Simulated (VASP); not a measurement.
# Ag (Fm-3m) in VASP: settings compared

Aim: see how the results for Ag move with the level of theory and the settings. Levels: vdW-DF-cx, vdW-DF2. Tasks: relaxation of cell and atoms.

All numbers are computed with VASP 6.6.1; they aren't measurements. Logs are shortened: lines on timing, memory, paths and dates and some standing lists are left out, and cuts for length are marked.

## 1. The crystal as given

Symmetry: Fm-3m, No. 225, cubic system. Conventional cell: a = 4.085 Å, b = 4.085 Å, c = 4.085 Å, α = 90.00°, β = 90.00°, γ = 90.00°. Ag (site symmetry m-3m) has 12 Ag at 2.89 Å as nearest neighbours.

## 2. Relaxation of cell and atoms, vdW-DF-cx

File INCAR:

```
SYSTEM = Ag
PREC = Accurate ; ENCUT = 600
EDIFF = 1E-6 ; ISMEAR = -1
SIGMA = 0.05 ; LREAL = .FALSE.
LASPH = .TRUE. ; NELM = 60
ALGO = Fast ; ISIF = 3
LWAVE = .FALSE. ; LCHARG = .FALSE.
GGA = CX ; LUSE_VDW = .TRUE.
AGGAC = 0.0 ; IBRION = 2
NSW = 40 ; EDIFFG = -0.02
```

File KPOINTS:

```
regular mesh
0
G
  11 11 11
  0 0 0
```

File POSCAR:

```
Ag
1.0
    0.0000000000      2.0427500000      2.0427500000
    2.0427500000      0.0000000000      2.0427500000
    2.0427500000      2.0427500000      0.0000000000
Ag
1
Direct
    0.0000000000      0.0000000000      0.0000000000
```

Potentials or basis: VASP PAW PBE potentials, release 64 (Ag).

The run is started by

```console
$ cat potpaw_PBE.64/Ag/POTCAR > POTCAR
$ mpirun -np 1 vasp_std > vasp.out
```

OUTCAR:

```text
SYSTEM = Ag
   PREC = Accurate
   ENCUT = 600
   EDIFF = 1E-6
   ISMEAR = -1
   LREAL = .FALSE.
   LASPH = .TRUE.
   NELM = 60
   ISIF = 3
   GGA = CX
   IBRION = 2
   NSW = 40
   EDIFFG = -0.02

 ion  position               nearest neighbor table
   1  0.000  0.000  0.000-

  LATTYP: Found a face centered cubic cell.
 ALAT       =     4.0855000000

  Lattice vectors:

 A1 = (   0.0000000000,   2.0427500000,   2.0427500000)
 A2 = (   2.0427500000,   0.0000000000,   2.0427500000)
 A3 = (   2.0427500000,   2.0427500000,   0.0000000000)

Analysis of symmetry for initial positions (statically):
=====================================================================
 Subroutine PRICEL returns:
 Original cell was already a primitive cell.

 Routine SETGRP: Setting up the symmetry group for a
 face centered cubic supercell.

 Subroutine GETGRP returns: Found 48 space group operations
 (whereof 48 operations were pure point group operations)
 out of a pool of 48 trial point group operations.

The static configuration has the point symmetry O_h .

Analysis of symmetry for dynamics (positions and initial velocities):
=====================================================================
 Subroutine PRICEL returns:
 Original cell was already a primitive cell.

 Routine SETGRP: Setting up the symmetry group for a
 face centered cubic supercell.

 Subroutine GETGRP returns: Found 48 space group operations
 (whereof 48 operations were pure point group operations)
 out of a pool of 48 trial point group operations.

The dynamic configuration has the point symmetry O_h .

 Subroutine INISYM returns: Found 48 space group operations
 (whereof 48 operations are pure point group operations),
 and found     1 'primitive' translations

----------------------------------------------------------------------------------------

                                     Primitive cell

  volume of cell :      17.0481

  direct lattice vectors                    reciprocal lattice vectors
     0.000000000  2.042750000  2.042750000    -0.244768082  0.244768082  0.244768082
     2.042750000  0.000000000  2.042750000     0.244768082 -0.244768082  0.244768082
     2.042750000  2.042750000  0.000000000     0.244768082  0.244768082 -0.244768082

  length of vectors
     2.888884755  2.888884755  2.888884755     0.423950755  0.423950755  0.423950755

  position of ions in fractional coordinates (direct lattice)
     0.000000000  0.000000000  0.000000000

  ion indices of the primitive-cell ions
   primitive index   ion index
                 1           1

----------------------------------------------------------------------------------------

 KPOINTS: regular mesh

Automatic generation of k-mesh.
 Grid dimensions read from file:
 generate k-points for:   11   11   11

 Generating k-lattice:

  Cartesian coordinates                     Fractional coordinates (reciprocal lattice)
    -0.022251644  0.022251644  0.022251644     0.090909091  0.000000000  0.000000000
     0.022251644 -0.022251644  0.022251644     0.000000000  0.090909091  0.000000000
     0.022251644  0.022251644 -0.022251644     0.000000000  0.000000000  0.090909091

  Length of vectors
     0.038540978  0.038540978  0.038540978

  Shift w.r.t. Gamma in fractional coordinates (k-lattice)
     0.000000000  0.000000000  0.000000000

 Subroutine IBZKPT returns following result:
 ===========================================

 Found     56 irreducible k-points:

 Following reciprocal coordinates:
            Coordinates               Weight
  0.000000  0.000000  0.000000      1.000000
  0.090909  0.000000  0.000000      8.000000
  0.181818  0.000000  0.000000      8.000000
  0.272727  0.000000  0.000000      8.000000
  0.363636  0.000000  0.000000      8.000000
  0.454545  0.000000  0.000000      8.000000
[... 16 lines left out ...]
 -0.272727  0.181818  0.000000     24.000000
 -0.181818  0.181818  0.000000     12.000000
 [... further k-points ...]
   k-points           NKPTS =     56   k-points in BZ     NKDIM =     56   number of bands    NBANDS=      9
   number of dos      NEDOS =    301   number of ions     NIONS =      1
   total plane-waves  NPLWV =  13824
   dimension x,y,z NGX =    24 NGY =   24 NGZ =   24
   dimension x,y,z NGXF=    48 NGYF=   48 NGZF=   48
   ions per type =               1
   NGX,Y,Z   is equivalent  to a cutoff of  13.81, 13.81, 13.81 a.u.
   NGXF,Y,Z  is equivalent  to a cutoff of  27.62, 27.62, 27.62 a.u.
 SYSTEM =  Ag
   PREC   = accura    normal or accurate (medium, high low for compatibility)
   ISTART =      0    job   : 0-new  1-cont  2-samecut
   ICHARG =      2    charge: 1-file 2-atom 10-const
   ISPIN  =      1    spin polarized calculation?
   LNONCOLLINEAR =      F non collinear calculations
   LSORBIT =      F    spin-orbit coupling
   LASPH  =      T    aspherical Exc in radial PAW
   ENCUT  =  600.0 eV  44.10 Ry    6.64 a.u.   5.77  5.77  5.77*2*pi/ulx,y,z
   NELM   =     60;   NELMIN=  2; NELMDL= -5     # of ELM steps
   EDIFF  = 0.1E-05   stopping-criterion for ELM
   LREAL  =      F    real-space projection
   EDIFFG = -.2E-01   stopping-criterion for IOM
   NSW    =     40    number of steps for IOM
   IBRION =      2    ionic relax: 0-MD 1-quasi-New 2-CG
   NFREE  =      1    steps in history (QN), initial steepest desc. (CG)
   ISIF   =      3    stress and relaxation
   ISYM   =      2    0-nonsym 1-usesym 2-fastsym
   POTIM  = 0.5000    time-step for ionic-motion
   TEBEG  =    0.0;   TEEND  =   0.0 temperature during run
   PSTRESS=    0.0 pullay stress
   NELECT =      11.0000    total number of electrons
   NUPDOWN=      -1.0000    fix difference up-down
   EMIN   =  10.00;   EMAX   =-10.00  energy-range for DOS
   EFERMI =   0.00;   METHOD = LEGACY
   ISMEAR =    -1;   SIGMA  =   0.05  broadening in eV -4-tet -1-fermi 0-gaus
   EFERMI_NEDOS =   21; number of points for ismear=-14 and -15
   IALGO  =     68    algorithm
   IMIX   =      4    mixing-type and parameters
     AMIX     =   0.40;   BMIX     =  1.00
     AMIX_MAG =   1.60;   BMIX_MAG =  1.00
  volume/ion in A,a.u.               =      17.05       115.05
  Fermi-wavevector in a.u.,A,eV,Ry     =   1.414644  2.673290 27.228221  2.001218
  Thomas-Fermi vector in A             =   2.536165
   LORBIT       =      0    0 simple, 1 ext, 2 COOP (PROOUT), +10 PAW based schemes
   GGA     = CX    functional components
   LHFCALC =     F    Hartree Fock is set to
   AEXX    =    0.0000 exact exchange contribution
   IVDW_NL    =     1    kernel type
   BPARAM     = 6.3000
   IVDW    =     0    specifies the selected vdW correction
   LEPSILON=     F    determine dielectric tensor
   LRPA    =     F    only Hartree local field effects (RPA)
 conjugate gradient relaxation of ions
 non-spin polarized calculation
 RMM-DIIS sequential band-by-band and
  energy-cutoff  :      600.00
  volume of cell :       17.05
 maximum number of plane-waves:       578
   NGX = 11   NGY = 11   NGZ = 11

--------------------------------------- Ionic step        1  -------------------------------------------

 number of electron      10.9999999 magnetization

 Free energy of the ion-electron system (eV)
  ---------------------------------------------------
  ext. energy  EPLUGINS =         0.00000000
  ---------------------------------------------------
  free energy    TOTEN  =         0.12975449 eV

  energy without entropy =        0.13264240  energy(sigma->0) =        0.13119844

------------------------ aborting loop because EDIFF is reached ----------------------------------------

  FORCE on cell =-STRESS in cart. coord.  units (eV):
  Direction    XX          YY          ZZ          XY          YZ          ZX
  --------------------------------------------------------------------------------------
  -------------------------------------------------------------------------------------
  Total       -0.2390883     -0.2390883     -0.2390883      0.0000000      0.0000000     -0.0000000
  in kB      -22.4694944    -22.4694944    -22.4694944      0.0000000      0.0000000     -0.0000000
  external PRESSURE =     -22.4694944 kB  Pullay stress =       0.0000000 kB
[... 59 lines left out ...]
Total vdW correction in eV:      2.1621128

--------------------------------------- Ionic step        3  -------------------------------------------

 number of electron      11.0000001 magnetization

 Free energy of the ion-electron system (eV)
  ---------------------------------------------------
  ext. energy  EPLUGINS =         0.00000000
  ---------------------------------------------------
  free energy    TOTEN  =         0.12705524 eV

  energy without entropy =        0.12954895  energy(sigma->0) =        0.12830209

 E-fermi :   8.7915     XC(G=0): -12.4849

 val. band max:        8.7435445684   @ k =  -0.4545   0.0909   0.0000
 cond. band min:       8.8444842620   @ k =   0.4545   0.3636   0.0000
 fundamental gap:      0.1009396937
 Fermi energy:         8.7914535623

 k-point     1 :       0.0000    0.0000    0.0000
  band No.  band energies     occupation
      1       0.6060      2.00000
      2       3.6906      2.00000
      3       3.6906      2.00000
      4       3.6906      2.00000
      5       4.7700      2.00000
      6       4.7700      2.00000
      7      24.6922      0.00000
      8      28.3157      0.00000
      9      28.3157      0.00000
[... 265 lines left out ...]
 k-point    24 :      -0.1818    0.1818    0.0000
  band No.  band energies     occupation
      1       2.6909      2.00000
      2       3.2716      2.00000
      3       3.9067      2.00000
      4       4.3294      2.00000
      5       4.3614      2.00000
      6       5.9365      2.00000
      7      20.6355      0.00000
      8      21.0881      0.00000
      9      27.3678      0.00000

 [... further k-points ...]

------------------------ aborting loop because EDIFF is reached ----------------------------------------

  FORCE on cell =-STRESS in cart. coord.  units (eV):
  Direction    XX          YY          ZZ          XY          YZ          ZX
  --------------------------------------------------------------------------------------
  -------------------------------------------------------------------------------------
  Total        0.0125423      0.0125423      0.0125423      0.0000000      0.0000000      0.0000000
  in kB        1.2044928      1.2044928      1.2044928      0.0000000      0.0000000      0.0000000
  external PRESSURE =       1.2044928 kB  Pullay stress =       0.0000000 kB
[... 16 lines left out ...]
  FREE ENERGIE OF THE ION-ELECTRON SYSTEM (eV)
  ---------------------------------------------------
  free  energy   TOTEN  =         0.1270552388 eV

  energy  without entropy=        0.1295489486  energy(sigma->0) =        0.12830209

Total vdW correction in eV:      2.1753599

 reached required accuracy - stopping structural energy minimisation
```

It took 36 s on 1 thread of AMD EPYC 9R45 (Zen 5), shared host; peak memory 0.25 GiB.

What came out:

```yaml
Free_energy: 0.1271 eV
Relaxed_volume: 16.68 Å³/atom
Relaxed_cell: a = 2.868 Å, b = 2.868 Å, c = 2.868 Å, α = 60.00°, β = 60.00°, γ = 60.00°
Space_group_after_relaxing_to_0.05_Å: Fm-3m (No. 225)
Energy_gained_by_relaxing: 2.7 meV/atom
Ionic_steps: 3
Pressure_after_relaxing: 0.1 GPa
Band_gap_on_the_k_mesh: none (metal or under the smearing width)
```

The path:
| step | energy change (eV) | largest force (eV/Å) | pressure (GPa) | volume (Å³) |
| --- | --- | --- | --- | --- |
| 1 | 0.0000 | 0.0000 | -2.25 | 17.05 |
| 2 | -0.0016 | 0.0000 | 1.75 | 16.46 |
| 3 | -0.0027 | 0.0000 | 0.12 | 16.68 |

Final structure:
```xyz
1
Lattice="0.0000 2.0281 2.0281 2.0281 0.0000 2.0281 2.0281 2.0281 0.0000" Properties=species:S:1:pos:R:3 pbc="T T T"
Ag    0.0000    0.0000    0.0000
```

Caveat: the PAW data sets were made with another functional, which shifts forces and pressure a little.

## 3. Relaxation of cell and atoms, vdW-DF2

File INCAR:

```
SYSTEM = Ag
AGGAC    = 0.0          
ALGO     = Normal         ! electronic algorithm
EDIFF    = 1E-6           ! SCF threshold, eV
EDIFFG   = -0.02          ! ionic threshold
ENCUT    = 600            ! plane-wave cutoff, eV
GGA      = ML             ! functional
IBRION   = 2              ! ionic algorithm
ISIF     = 3              ! what is computed and relaxed
ISMEAR   = -1             ! smearing method
LASPH    = .True.         ! aspherical terms in the spheres
LCHARG   = .False.        ! write CHGCAR
LREAL    = .False.        ! projectors in reciprocal space
LUSE_VDW = .True.       
LWAVE    = .False.        ! write WAVECAR
NELM     = 60             ! most SCF steps
NSW      = 60             ! ionic steps
PREC     = Accurate       ! precision mode
SIGMA    = 0.05           ! smearing width, eV
ZAB_VDW  = -1.8867
```

File KPOINTS:

```
k-points
0
Gamma
  11 11 11
  0 0 0
```

POSCAR is that of step 2.

Potentials or basis: VASP PAW PBE potentials, release 64 (Ag).

The run is started by

```console
$ cat potpaw_PBE.64/Ag/POTCAR > POTCAR
$ mpirun -np 1 vasp_std > vasp.out
```

Run time: 35 s. Hardware: 1 thread of AMD EPYC 9R45 (Zen 5), shared host; peak memory 0.24 GiB.

It converged, with:

- Free energy: 0.6157 eV
- Relaxed volume: 20.00 Å³/atom
- Relaxed cell: a = 3.047 Å, b = 3.047 Å, c = 3.047 Å, α = 60.00°, β = 60.00°, γ = 60.00°
- Space group after relaxing (to 0.05 Å): Fm-3m (No. 225)
- Energy gained by relaxing: 125.0 meV/atom
- Ionic steps: 3
- Pressure after relaxing: 0.1 GPa
- Band gap on the k mesh: none (metal or under the smearing width)

Step by step:
| step | energy change (eV) | largest force (eV/Å) | pressure (GPa) | volume (Å³) |
| --- | --- | --- | --- | --- |
| 1 | 0.0000 | 0.0000 | 15.97 | 17.05 |
| 2 | -0.1045 | 0.0000 | -3.82 | 21.59 |
| 3 | -0.1250 | 0.0000 | 0.09 | 20.00 |

Final structure:
```
Ag
1.0
     0.00000    2.15442    2.15442
     2.15442    0.00000    2.15442
     2.15442    2.15442    0.00000
Ag
1
Direct
  0.00000 0.00000 0.00000
```

Levels at points of the mesh, in eV from the Fermi level:
```
           k point  band 3  band 4  band 5  band 6  band 7  band 8  band 9
(0.00, 0.00, 0.00)   -4.71   -4.71   -3.94   -3.94   15.71   17.90   17.90
```

Caveat: the volume moved by over 15 % at a fixed basis, so the end points are rough; the PAW data sets were made with another functional, which shifts forces and pressure a little; the volume moved by +17 % from the deposited cell, more than functionals usually miss. Zero-point motion and thermal expansion aren't in these numbers.

## 4. For comparison

An earlier run on the cell as given: functional PBEsol; potentials or basis VASP PAW PBE potentials, release 64 (Ag); cutoff 520 eV; k mesh 11 × 11 × 11; occupations fermi-dirac, width 0.05 eV; no spin polarisation.

* Pressure: -3.1 GPa
* Band gap on the k mesh: none (metal or under the smearing width)

## 5. Summary

| task | level | cell | cutoff (eV) | ladder | gap on the mesh (eV) | pressure (GPa) | relaxed volume (Å³/atom) |
| --- | --- | --- | --- | --- | --- | --- | --- |
| relaxation of cell and atoms | vdW-DF-cx | relaxed | 600 | - | none | 0.1 | 16.68 |
| relaxation of cell and atoms | vdW-DF2 | relaxed | 600 | - | none | 0.1 | 20.00 |
| single point | PBEsol | as given | 520 | free | none | -3.1 | - |

Alike in all rows: potentials or basis VASP PAW PBE potentials, release 64 (Ag); no spin polarisation; k mesh 11 × 11 × 11; smearing fermi-dirac 0.05 eV.

Caveats: the PAW data sets were made with another functional, which shifts forces and pressure a little; the volume moved by over 15 % at a fixed basis, so the end points are rough (some runs); the volume moved by +17 % from the deposited cell, more than functionals usually miss (some runs).

Total energies depend on the potentials used, so only differences within one code and one set of settings carry meaning.
